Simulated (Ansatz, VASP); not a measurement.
Zn: VASP beside Ansatz

INCAR

```
PREC = Accurate ; ENCUT = 520
EDIFF = 1E-7 ; ISMEAR = -1
SIGMA = 0.1 ; LREAL = F
LASPH = T ; NELM = 80
ALGO = Normal ; ISIF = 2
LWAVE = F ; LCHARG = F
GGA = RE ; NBANDS = 12
```

File KPOINTS:

```
Automatic mesh
0
Gamma
  16 16 16
```

The input POSCAR:

```
Zn
1.0
   -1.6047136416      1.6047136416      1.6047136416
    1.6047136416     -1.6047136416      1.6047136416
    1.6047136416      1.6047136416     -1.6047136416
Zn
1
Direct
    0.0000000000      0.0000000000      0.0000000000
```

Input for Ansatz:

```yaml
crystal:
  lattice:
    - [-1.6047136416, 1.6047136416, 1.6047136416]
    - [1.6047136416, -1.6047136416, 1.6047136416]
    - [1.6047136416, 1.6047136416, -1.6047136416]
  atoms:
    - { symbol: Zn, position: [0.0, 0.0, 0.0] }
hamiltonian:
  xc: revpbe
  pseudopotentials:
    kind: paw
    azcp:
      Zn: "pseudopotentials/Zn.paw.azcp"
basis:
  ecutwfc: 420
  fft_grid_basis: typed
kpoints:
  mp_grid: { grid: [16, 16, 16], shift: [0, 0, 0] }
magnetization:
  spin_polarized: false
scf:
  occupations: { method: fermi_dirac, width: 0.1 }
  lower_state_search: "off"
output:
  stress: true
```

Alike in both runs: task single point; functional revPBE; k mesh 16 × 16 × 16; occupations fermi-dirac, width 0.1 eV; no spin polarisation.

```csv
,VASP,Ansatz
version,VASP 6.6.1,Ansatz 0.2.0
potentials or method,"VASP PAW PBE potentials, release 64 (Zn)","plane waves (420 eV) with PAW, scalar-relativistic"
plane-wave cutoff (eV),520,420
valence electrons in the cell,12,12
```

Ansatz gave:

```
pressure (GPa) : -1.8
```

**Question.** What did VASP give for the same quantities?

**Answer.** Pressure (GPa): -1.7.

With one functional, cell and mesh, what is left measures potentials, basis and numerics.

Caveats: the PAW data sets were made with another functional, which shifts forces and pressure a little (VASP).
